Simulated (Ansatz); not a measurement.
# Gd: how the settings move a single-point run

Aim: see which settings change the result for Gd, by how much, and at what cost.

Method: reference: DFT, PBE, PAW with Ansatz's default frozen-core files, scalar-relativistic, in Ansatz 0.2.0.

### 1 The structure to begin with

Symmetry: Fm-3m, No. 225, cubic system. Conventional cell: a = 5.172 Å, b = 5.172 Å, c = 5.172 Å, α = 90.00°, β = 90.00°, γ = 90.00°. Gd (site symmetry m-3m) is surrounded by 12 Gd at 3.66 Å.

Coordinates:

```
Gd
1.0
     5.17164    0.00000    0.00000
     0.00000    5.17164    0.00000
     0.00000    0.00000    5.17164
Gd
4
Direct
  0.00000 0.00000 0.00000
  0.50000 0.50000 0.00000
  0.50000 0.00000 0.50000
  0.00000 0.50000 0.50000
```

### 2 The reference run

input.yaml

```yaml
crystal:
  lattice:
    - [5.171638171, 0.0, 0.0]
    - [0.0, 5.171638171, 0.0]
    - [0.0, 0.0, 5.171638171]
  atoms:
    - { symbol: Gd, position: [0.0, 0.0, 0.0] }
    - { symbol: Gd, position: [0.5, 0.5, 0.0] }
    - { symbol: Gd, position: [0.5, 0.0, 0.5] }
    - { symbol: Gd, position: [0.0, 0.5, 0.5] }
kpoints:
  mp_grid: { grid: [6, 6, 6] }
scf:
  occupations: { method: fermi_dirac, width: 0.05 }
hamiltonian:
  xc: pbe
  pseudopotentials: { kind: paw }
output:
  forces: true
  stress: true
  eigenvalues: true
```

Command:

```console
$ ansatz run input.yaml --threads 2 --pin off --max-ram 6144MiB --backend cpu --events-out ev --progress --plain --runs-dir out
```

### 3 Variant: preconditioner ldos

Changes to input.yaml since step 2:

```diff
@@ -14,2 +14,3 @@
   occupations: { method: fermi_dirac, width: 0.05 }
+  mixing: { preconditioner: ldos }
 hamiltonian:
```

Before running it: what results should come out? Wanted: for each run, ending; energy change; pressure; gap; force.

As calculated:

| run | ending | energy change | pressure (GPa) | gap (eV) | force (eV/Å) | cycles | time |
| --- | --- | --- | --- | --- | --- | --- | --- |
| reference | converged | 0 | -2.7 | 0.00 | 0.00 | 10 | 1.9 s |
| 1: preconditioner ldos | converged | 0.0 meV/atom | -2.7 | 0.00 | 0.00 | 13 | 2.3 s |

Residual by cycle in the longest SCF loop of each run; runs are numbered as in the table. The quantity is the density residual dr2, in eV.

| cycle | reference | run 1 |
| --- | --- | --- |
| 1 | 0.0676 | 0.0676 |
| 2 | 0.0182 | 0.631 |
| 3 | 0.00367 | 0.00438 |
| 4 | 3.5e-4 | 0.00926 |
| 5 | 6.2e-5 | 0.00256 |
| 6 | 5.2e-5 | 0.00327 |
| 8 | 1.5e-5 | 2.4e-5 |
| 9 | 1.8e-6 | 0.00128 |
| 10 | 5.7e-8 | 2.0e-4 |
| 11 | - | 5.4e-6 |
| 12 | - | 3.9e-7 |
| 13 | - | 9.7e-9 |

What this shows: Same state: the changed mixing leaves the energy within 0.5 meV/atom. Cost: 13 SCF cycles against 10. The reference leaves spin out although Gd can carry a moment, so its state need not be the lowest.

Real Gd is ferromagnetic; without spin these runs don't describe its ground state.
